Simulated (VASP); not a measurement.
# NaCl: restarted molecular dynamics, 2 variants

NaCl, Fm-3m (no. 225), 8 atoms in the cell. PBE, molecular dynamics; PAW potentials Cl, Na (PBE set).

| Restart from | Temperature at the end (K) | The same without a restart (K) | Potential energy at the end (eV/atom) | The same without a restart (eV/atom) | Electronic steps in the first step after the restart | Time (s) |
|---|---|---|---|---|---|---|
| CONTCAR with velocities, WAVECAR read | 1877.0 | 1877.0 | -3.20816 | -3.20816 | 5 | 128 |
| CONTCAR with velocities, no WAVECAR | 1877.0 | 1877.0 | -3.20816 | -3.20816 | 14 | 123 |

Limits: 120 fs of 8 atoms are too short for converged averages.

## Input of the first row

INCAR.step1:
```
ALGO = Normal ; EDIFF = 1E-6
ENCUT = 260 ; GGA = PE
IBRION = 0 ; ISIF = 2
ISMEAR = 0 ; ISYM = 0
KPAR = 2 ; LASPH = T
LCHARG = F ; LREAL = Auto
LWAVE = T ; MDALGO = 2
NELM = 60 ; NELMIN = 4
NSW = 30 ; POTIM = 2.0
PREC = Normal ; RANDOM_SEED = 107317 0 0
SIGMA = 0.05 ; SMASS = 0
TEBEG = 1600
```

INCAR.step2, as INCAR.step1 but for:
```
- LWAVE = T
+ LWAVE = F
```

KPOINTS:
```
k-points
0
Monkhorst-Pack
  2 2 2
```

POSCAR.step1:
```
NaCl
1.0
    5.5881264354      0.0000000000      0.0000000000
    0.0000000000      5.5881264354      0.0000000000
    0.0000000000      0.0000000000      5.5881264354
Cl Na
4 4
Direct
    0.5000000000      0.0000000000      0.0000000000
    0.5000000000      0.5000000000      0.5000000000
    0.0000000000      0.0000000000      0.5000000000
    0.0000000000      0.5000000000      0.0000000000
    0.0000000000      0.0000000000      0.0000000000
    0.0000000000      0.5000000000      0.5000000000
    0.5000000000      0.0000000000      0.5000000000
    0.5000000000      0.5000000000      0.0000000000
```

Commands (each step's output is kept before the next begins):
```
cat potpaw_PBE.64/Cl/POTCAR potpaw_PBE.64/Na/POTCAR > POTCAR
cp INCAR.step1 INCAR
cp POSCAR.step1 POSCAR
mpirun -np 2 vasp_std > vasp.out
cp CONTCAR POSCAR
cp INCAR.step2 INCAR
mpirun -np 2 vasp_std > vasp.out
```

Changes of the last row against the first:
```
(step 1)
- LWAVE = True
+ LWAVE = False
```

VASP 6.6.1 took 128 s on 2 cores (Intel Xeon Platinum 8259CL @ 2.50GHz (Skylake/Cascade Lake)), a shared host.
